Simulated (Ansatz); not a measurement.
**CoSn: straining the crystal, equal strain of all cell vectors**

The task here is to estimate one member of a computed series from the others.

Computed with Ansatz 0.2.0 (DFT PBEsol, scalar-relativistic, plane waves, PAW, unless a step's input says otherwise).

2 further runs of the same task are left out: 2 set aside as unsound or not needed.

### Starting point

Symmetry: P6/mmm, No. 191, hexagonal system. Conventional cell: a = 5.220 Å, b = 5.220 Å, c = 4.168 Å, α = 90.00°, β = 90.00°, γ = 120.00°. Co (site symmetry mmm) has 6 Sn at 2.57 to 2.61 Å and 4 Co at 2.61 Å as nearest neighbours. Sn (site symmetry -6m2) has 6 Co at 2.57 Å as nearest neighbours. Around Sn (site symmetry 6/mmm) lie 6 Co at 2.61 Å.

Coordinates:

```
Co Sn
1.0
     5.21972    0.00000    0.00000
    -2.60986    4.52041    0.00000
     0.00000    0.00000    4.16847
Co Sn
3 3
Cartesian
  -1.3049 2.2602 0.0000
  1.3049 2.2602 0.0000
  2.6099 0.0000 0.0000
  2.6099 1.5068 2.0842
  0.0000 3.0136 2.0842
  0.0000 0.0000 0.0000
```

It goes back to an entry of the Materials Project.

It is the result of an earlier relaxation at this level (volume 16.39 Å³/atom; gap on the mesh: none (metal)).

The first run:

input.yaml

```yaml
crystal:
  lattice:
    - [5.2197158124, 0.0, 0.0]
    - [-2.6098579062, 4.5204064941, 0.0]
    - [0.0, 0.0, 4.1684718858]
  atoms:
    - { symbol: Co, position: [0.0, 0.5, 0.0] }
    - { symbol: Co, position: [0.5, 0.5, 0.0] }
    - { symbol: Co, position: [0.5, 0.0, 0.0] }
    - { symbol: Sn, position: [0.6666666667, 0.3333333333, 0.5] }
    - { symbol: Sn, position: [0.3333333333, 0.6666666667, 0.5] }
    - { symbol: Sn, position: [0.0, 0.0, 0.0] }
basis:
  ecutwfc: 420
kpoints:
  mp_grid: { grid: [12, 12, 8] }
hamiltonian:
  xc: pbesol
scf:
  occupations: { method: gaussian, width: 0.1 }
output:
  forces: true
  stress: true
  eigenvalues: true
```

On the command line:

```bash
> ansatz run input.yaml --threads 1 --pin off --max-ram 2560MiB --backend cpu --events-out ev --progress --plain --runs-dir out
```

Among the steps run: The unstrained reference; Strain -2.0 %; The cell strained by +2.0 %; At -4.0 %; The cell strained by +4.0 %; At -6.0 %; The cell strained by +6.0 %.

One of the session's tables, all rows but one given; the rest of the session is left out.

Lengths are those of the vectors of the cell that was run; stresses in GPa:

| strain (%) | ΔE (meV/atom) | a (Å) | b (Å) | c (Å) |
| --- | --- | --- | --- | --- |
| -6.0 | 305.3 | 4.907 | 4.907 | 3.918 |
| -4.0 | 125.2 | 5.011 | 5.011 | 4.002 |
| -2.0 | ? | ? | ? | ? |
| +0.0 | 0.0 | 5.220 | 5.220 | 4.168 |
| +2.0 | 25.1 | 5.324 | 5.324 | 4.252 |
| +4.0 | 92.9 | 5.429 | 5.429 | 4.335 |
| +6.0 | 194.1 | 5.533 | 5.533 | 4.419 |

Q: Estimate the row for strain (%) = -2.0 from the others.

Worked estimate for «ΔE (meV/atom)». A straight line through the neighbours (-4.0, 125.2) and (0.0, 0.0) gives 125.2 + (0.0 − 125.2) × (-2.0 + 4.0) / (0.0 + 4.0) = 62.6; a parabola fitted to 4 rows on both sides gives 28.4.

**Answer.** ΔE (meV/atom): 28.8; a (Å): 5.115; b (Å): 5.115; c (Å): 4.085. In «ΔE (meV/atom)» the line misses by +33.8 and the parabola by -0.4.

ΔE is over the unstrained cell. Stress in GPa, positive in compression, on the Cartesian axes of the input. 

To keep in mind: Spin polarisation is off in the runs that give these values; a magnetic solution could lie lower.
